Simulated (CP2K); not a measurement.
TePb under changes of volume

One of the cells (33.730 Å³/atom); the others are scaled copies at fixed shape and fractional positions:

```xyz
2
Lattice="4.5693 0.0000 0.0000 2.2847 3.9572 0.0000 2.2847 1.3191 3.7308" Properties=species:S:1:pos:R:3 pbc="T T T"
Pb    0.0000    0.0000    0.0000
Te    4.5693    2.6381    1.8654
```

- Program: CP2K 2026.2
- Functional: LDA
- Potentials or basis: GTH_POTENTIALS Pb GTH-PADE-q4, Te GTH-PADE-q6; TZVP-MOLOPT-PBE-GTH basis
- Density cutoff: 6123 eV
- k mesh: 7 × 7 × 7
- Occupations: fermi-dirac, width 0.05 eV
- Spin: no spin polarisation

```csv
volume (Å³/atom),energy over the lowest point (meV/atom),pressure (GPa)
31.706,0.00,0.5
32.380,?,?
33.055,4.16,-1.4
33.730,11.82,-2.2
34.404,22.68,-2.9
35.079,36.38,-3.6
35.753,52.61,-4.1
```

What does the run at 32.380 Å³/atom give?

Energy over the lowest point 0.07 meV/atom; pressure -0.5 GPa.

Worked out: A Birch-Murnaghan fit of order 3 (a polynomial in V^(-2/3)) to the other rows has its minimum at 32.03 Å³/atom with B0 = V·E''(V) = 48 GPa and B' = 4.5. It gives 0.07 meV/atom at 32.380 Å³/atom, against the run's 0.07, and -dE/dV = -0.5 GPa, against -0.5.

Energies are extrapolated to zero smearing.

Caveats: the basis of atomic orbitals isn't converged, which shifts pressures, moduli and gaps.
